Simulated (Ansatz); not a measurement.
Crystal: CuO.

```
Cu O
1.0
     0.00000    2.32725    2.32725
     2.32725    0.00000    2.32725
     2.32725    2.32725    0.00000
Cu O
1 1
Direct
  0.00000 0.00000 0.00000
  0.25000 0.25000 0.25000
```

Measurements of this composition are mostly on another form, of space group No. 15.

```yaml
Program: Ansatz 0.2.0
Task: relaxation of cell and atoms
Functional: PBE
Potentials_or_basis: Ansatz PAW
Cutoff: "420 eV (not typed: the program's choice for these potentials)"
k_mesh: 10 × 10 × 10
Occupations: fermi-dirac, width 0.05 eV
Spin: no spin polarisation
```

At the start: volume 12.60 Å³/atom.

Question: Where does the relaxation end?

Answer: It ends after 8 steps and the volume is 11.58 Å³/atom (-8.2 %); space group F-43m (No. 216, to 0.05 Å).

Step by step:
| step | energy change (eV) | largest force (eV/Å) | volume (Å³) |
| --- | --- | --- | --- |
| 1 | 0.0000 | 0.0000 | 25.21 |
| 2 | -0.0505 | 0.0000 | 24.22 |
| 3 | -0.0721 | 0.0000 | 23.07 |
| 4 | -0.0719 | 0.0000 | 23.23 |
| 5 | -0.0719 | 0.0000 | 23.22 |
| 6 | -0.0665 | 0.0000 | 23.22 |
| 7 | -0.0669 | 0.0000 | 23.15 |
| 8 | -0.0667 | 0.0000 | 23.15 |

Final structure:
```xyz
2
Lattice="0.0000 2.2622 2.2622 2.2622 0.0000 2.2622 2.2622 2.2622 0.0000" Properties=species:S:1:pos:R:3 pbc="T T T"
Cu    0.0000    0.0000    0.0000
O     1.1311    1.1311    1.1311
```

Caveat: the plane-wave basis is chosen anew once the cell has moved, so the energies of steps on either side of that aren't comparable; the pressure holds a Pulay correction of +0.6 GPa for the finite cutoff; an odd number of electrons without spin polarisation forces a metal; a magnetic or distorted state may lie lower; the run has no spin polarisation, though such a crystal can be magnetic.
